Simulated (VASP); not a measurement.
Write the native input for VASP 6.6.1 that does the following.

```yaml
Task: single point
Functional: r2SCAN
Potentials_or_basis: VASP PAW PBE potentials, release 64 (As, Ga_d)
Cutoff: 520 eV
k_mesh: 8 × 8 × 8
Occupations: fermi-dirac, width 0.05 eV
Spin: no spin polarisation
Further_INCAR_settings: ALGO = Normal; EDIFF = 1e-06
```

The structure of GaAs lies in POSCAR:

```
GaAs
1.0
    0.0000000000      2.8268500000      2.8268500000
    2.8268500000      0.0000000000      2.8268500000
    2.8268500000      2.8268500000      0.0000000000
As Ga
1 1
Direct
    0.7500000000      0.7500000000      0.7500000000
    0.0000000000      0.0000000000      0.0000000000
```

One way to write it, as run:

INCAR

```
SYSTEM = GaAs
PREC = Accurate ; ENCUT = 520
EDIFF = 1E-6 ; ISMEAR = -1
SIGMA = 0.05 ; LREAL = .False.
LASPH = .True. ; NELM = 60
ALGO = Normal ; ISIF = 2
LWAVE = .False. ; LCHARG = .True.
METAGGA = R2SCAN ; LMIXTAU = .True.
LELF = .True. ; LVHAR = .True.
```

KPOINTS

```
Automatic mesh
0
Gamma
  8 8 8
  0 0 0
```

Potentials or basis: VASP PAW PBE potentials, release 64 (As, Ga_d).

Command:

```console
$ cat potpaw_PBE.64/As/POTCAR potpaw_PBE.64/Ga_d/POTCAR > POTCAR
$ mpirun -np 1 vasp_std > vasp.out
```

It gave:

```json
{
 "Pressure": "0.6 GPa",
 "Band gap on the k mesh": "1.00 eV, direct"
}
```

Caveat: the PAW data sets were made with another functional, which shifts forces and pressure a little.

Wall time 110 s on 1 thread of Intel(R) Xeon(R) Platinum 8259CL CPU @ 2.50GHz (Skylake/Cascade Lake), on a shared host, peak memory 0.18 GiB.
